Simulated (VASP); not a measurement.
Mg:

```
Mg
1.0
     0.00000    3.48350    3.48350
     3.48350    0.00000    3.48350
     3.48350    3.48350    0.00000
Mg
3
Direct
  0.00000 0.00000 0.00000
  0.25000 0.25000 0.25000
  0.75000 0.75000 0.75000
```

The cell was built by a generator and needn't be a form met in nature.

```yaml
Program: VASP 6.6.1
Task: relaxation of cell and atoms
Functional: LDA
Potentials_or_basis: VASP PAW LDA potentials, release 64 (Mg)
Cutoff: 600 eV
k_mesh: 7 × 7 × 7
Occupations: fermi-dirac, width 0.05 eV
Spin: no spin polarisation
```

At the start: pressure -1.7 GPa; volume 28.18 Å³/atom.

Q: Where does the relaxation end?

A: Over 4 steps the energy falls by 10.9 meV/atom and the volume is 26.26 Å³/atom (-6.8 %); space group Fm-3m (No. 225, to 0.05 Å).

Step by step:
```
step  energy change (eV)  largest force (eV/Å)  pressure (GPa)  volume (Å³)
   1              0.0000                0.0000           -1.71        84.54
   2             -0.0279                0.0000           -0.71        80.92
   3             -0.0327                0.0000           -0.04        78.91
   4             -0.0327                0.0000            0.00        78.79
```

Final structure:
```
Mg
1.0
     0.00000    3.40262    3.40262
     3.40262    0.00000    3.40262
     3.40262    3.40262    0.00000
Mg
3
Direct
  0.00000 0.00000 0.00000
  0.25000 0.25000 0.25000
  0.75000 0.75000 0.75000
```
